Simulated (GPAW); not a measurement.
Crystal: SnTe.

```
Te Sn
1.0
     0.00000    3.61115    3.61115
     3.61115    0.00000    3.61115
     3.61115    3.61115    0.00000
Te Sn
1 1
Cartesian
  5.4167 5.4167 5.4167
  0.0000 0.0000 0.0000
```

Measurements of this composition are mostly on another form, of space group No. 225.

Base run:

```yaml
Program: GPAW 26.7.0
Functional: RPBE
Potentials_or_basis: the program's PAW data sets (release 1.2.1) made for this functional, other valence
Cutoff: 450 eV
Basis: pw
k_mesh: 5 × 5 × 5
Occupations: fermi-dirac, width 0.05 eV
Spin: no spin polarisation
```

Its results: band gap on the k mesh 0.48 eV, indirect (least direct gap 0.90 eV); pressure 0.2 GPa.

Question: The run is repeated on the same cell with these changes: functional from RPBE to PBE; potentials or basis from the program's PAW data sets (release 1.2.1) made for this functional, other valence to GPAW PAW data sets (gpaw-data 1.2.1); valence electrons from 30 to 20. What comes out?

Answer: Band gap on the k mesh 0.41 eV, indirect (least direct gap 0.85 eV); pressure -0.7 GPa.

Caveats: the cutoff is short for stress and forces, so pressures can be off by a GPa or more; spin-orbit coupling is left out, which moves the levels of the heavy elements; an odd mesh through Γ misses points on the zone boundary, where band edges often lie.
